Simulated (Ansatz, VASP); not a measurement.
## CoH in VASP and in Ansatz

```
Co H
1.0
     0.00000    1.80229    1.80229
     1.80229    0.00000    1.80229
     1.80229    1.80229    0.00000
Co H
1 1
Direct
  0.00000 0.00000 0.00000
  0.50000 0.50000 0.50000
```

Alike in both runs: functional PBEsol; k mesh 15 × 15 × 15; collinear spin.

Ansatz relaxed the structure, and its values are those at the end. VASP's run is a single point on that final structure, the one shown.

|  | VASP | Ansatz |
| --- | --- | --- |
| version | VASP 6.6.1 | Ansatz 0.2.0 |
| potentials or method | VASP PAW PBE potentials, release 64 (Co, H) | plane waves, PAW |
| plane-wave cutoff (eV) | 520 | 558 |
| occupations | fermi-dirac, width 0.1 eV | fermi-dirac |
| valence electrons in the cell | 10 | 18 |

```csv
,VASP,Ansatz,Ansatz less VASP
pressure (GPa),9.5,10.0,+0.43
net moment per atom (μB),0.54,0.54,+0.005
size of the moment on the site where the two differ most (μB),1.09,1.06,-0.034
```

Site moments also hang on the region over which each program counts them. The two sets of potentials don't hold the same shells in valence. Ansatz warned: «given_moment_on_shells».

Caveats: the PAW data sets were made with another functional, which shifts forces and pressure a little (VASP).
